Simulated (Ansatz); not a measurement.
B: rattling a relaxed structure

The cell was found from a structure generator's guess, not taken from experiment.

These are results of DFT PBE, scalar-relativistic, plane waves, PAW in Ansatz, not measurements. Settings: cutoff 420 eV, Γ-centred mesh 34×20×14 on the computed 2-atom cell, Gaussian smearing of 0.10 eV; no spin polarisation.

The cell below (2 atoms, space group Pmmn (No. 59)) is relaxed within its symmetry.

```cif
data_structure
_symmetry_space_group_name_H-M 'P 1'
_symmetry_Int_Tables_number 1
_cell_length_a 1.6244
_cell_length_b 2.8661
_cell_length_c 3.9179
_cell_angle_alpha 90.000
_cell_angle_beta 90.000
_cell_angle_gamma 90.000
_cell_volume 18.24
loop_
_atom_site_label
_atom_site_type_symbol
_atom_site_fract_x
_atom_site_fract_y
_atom_site_fract_z
_atom_site_occupancy
B1 B 0.00000 0.00000 0.60924 1
B2 B 0.50000 0.50000 0.39076 1
```

For the test a repeat of it with 4 atoms (edges 1.62, 3.92, 5.73 Å) was strained at random (σ = 1.5 % a component), the atoms were moved at random (σ = 0.10 Å), and all was relaxed again on a coarse 12×6×4 mesh (in the run’s order of axes) with 0.20 eV smearing, with no symmetry imposed.

No dispersion correction is applied, so the spacing and binding between layers, chains or molecules are poorly described.

Task: Does it come back?

Result: It returns, within 2 meV/atom of the unmoved cell on that mesh and with the same symmetry when read at 0.1 Å (P-1 at 0.01 Å, so small strains and shifts remain). So it is stable against the distortions that fit this cell and that this random move excites. Modes that don't fit the cell aren't tested.
